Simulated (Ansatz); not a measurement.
Molecular dynamics on a 2×2×1 supercell (16 atoms) of GaAs (NiAs type), relaxed with r2SCAN. Forces come from PBE in Ansatz: a Langevin thermostat at fixed volume, 600 K, steps of 1 fs. Computed, non-magnetic; the trajectory is short and the cell small, so nothing here is a converged average. The structure comes from a prototype and may be hypothetical.

```yaml
crystal:
  lattice:
    - [7.4643360432, 0.0, 0.0]
    - [-3.7321680216, 6.4643046358, 0.0]
    - [0.0, 0.0, 6.3327909773]
  atoms:
    - { symbol: Ga, position: [0.0, 0.0, 0.0] }
    - { symbol: Ga, position: [0.0, 0.0, 0.5] }
    - { symbol: As, position: [0.1666666667, 0.3333333333, 0.25] }
    - { symbol: As, position: [0.3333333333, 0.1666666667, 0.75] }
    - { symbol: Ga, position: [0.0, 0.5, 0.0] }
    - { symbol: Ga, position: [0.0, 0.5, 0.5] }
    - { symbol: As, position: [0.1666666667, 0.8333333333, 0.25] }
    - { symbol: As, position: [0.3333333333, 0.6666666667, 0.75] }
    - { symbol: Ga, position: [0.5, 0.0, 0.0] }
    - { symbol: Ga, position: [0.5, 0.0, 0.5] }
    - { symbol: As, position: [0.6666666667, 0.3333333333, 0.25] }
    - { symbol: As, position: [0.8333333333, 0.1666666667, 0.75] }
    - { symbol: Ga, position: [0.5, 0.5, 0.0] }
    - { symbol: Ga, position: [0.5, 0.5, 0.5] }
    - { symbol: As, position: [0.6666666667, 0.8333333333, 0.25] }
    - { symbol: As, position: [0.8333333333, 0.6666666667, 0.75] }
kpoints:
  mp_grid: { grid: [3, 3, 3] }
hamiltonian:
  xc: pbe
scf:
  occupations: { method: fermi_dirac, width: 0.052 }
md:
  ensemble: nvt_langevin
  temperature: 600
  timestep: 1.0
  n_steps: 40
  initial_velocities: maxwell_boltzmann
  seed: 6321
```

Command: `ansatz run input.yaml --threads 4 --pin off --max-ram 3686MiB --backend cpu --events-out ev --progress --plain --runs-dir out`. It ended after 7.6 min on 4 threads of Arm Neoverse V2, with other jobs on the host; peak host memory 1.6 GiB.

```csv
step,t (fs),T (K),free energy F from step 0 (meV/atom),kinetic energy (meV/atom),largest force (eV/Å)
0,0,562,0.0,72.7,0.00
1,1,586,0.0,75.7,0.04
2,2,587,0.2,75.9,0.08
3,3,612,0.4,79.2,0.12
4,4,624,0.7,80.6,0.17
5,5,608,1.2,78.5,0.22
6,6,582,1.7,75.2,0.26
7,7,563,2.3,72.8,0.31
8,8,564,3.0,72.9,0.35
9,9,552,3.7,71.3,0.40
10,10,549,4.6,71.0,0.44
11,11,570,5.6,73.7,0.49
12,12,612,6.6,79.1,0.54
13,13,630,7.9,81.4,0.59
14,14,605,9.2,78.3,0.65
15,15,583,10.5,75.4,0.70
16,16,555,12.0,71.7,0.75
17,17,561,13.5,72.5,0.81
18,18,557,15.1,72.0,0.86
19,19,562,16.9,72.6,0.92
20,20,532,18.7,68.7,0.98
21,21,530,20.5,68.5,1.04
22,22,540,22.4,69.8,1.10
23,23,539,24.5,69.7,1.16
24,24,539,26.6,69.7,1.23
25,25,482,28.8,62.3,1.29
26,26,486,31.0,62.9,1.36
27,27,478,33.3,61.8,1.43
28,28,498,35.7,64.4,1.51
29,29,441,38.1,57.1,1.59
30,30,421,40.4,54.4,1.66
31,31,396,42.6,51.2,1.72
32,32,387,44.6,50.1,1.78
33,33,371,46.5,47.9,1.84
34,34,374,48.4,48.4,1.89
35,35,346,50.2,44.7,1.93
36,36,311,51.8,40.2,1.97
```

The temperature goes from 562 K to 311 K in 36 fs. The thermostat hasn't had time to restore it. The atoms start on their lattice sites with kinetic energy alone, so much of it first passes into potential energy. By the last step the atoms have moved 0.14 Å in the root mean square, the drift of the whole cell taken out, 0.25 Å at most. The job's limit cut the run after 36 of 40 steps.

Positions (Å) and forces (eV/Å) at step 36:
```
Ga   0.069   0.144   0.024    -0.117  -0.610   0.112
Ga  -0.015   0.084   3.105     0.289  -0.203   0.514
As  -0.014   2.152   1.603     0.405   0.649  -0.238
As   1.789   1.090   4.766     0.865   0.061  -0.360
Ga  -1.890   3.222  -0.056     0.312   0.052  -0.265
Ga  -1.996   3.125   2.986     0.802   0.565   1.484
As  -1.976   5.326   1.666     0.548   0.406  -0.093
As  -0.029   4.279   4.783     0.021   0.244   0.032
Ga   3.609  -0.050   0.031     0.205  -0.138  -0.237
Ga   3.820   0.008   3.135    -0.600  -0.022   0.552
As   3.920   2.106   1.539    -1.832  -0.517  -0.504
As   5.749   1.055   4.802    -0.820   0.191  -0.168
Ga   1.918   3.220  -0.094     0.007   0.308   0.326
Ga   1.737   3.247   3.130     0.562   0.243  -0.129
As   1.909   5.584   1.676    -0.210  -1.084  -0.578
As   3.806   4.378   4.854    -0.438  -0.144  -0.447
```
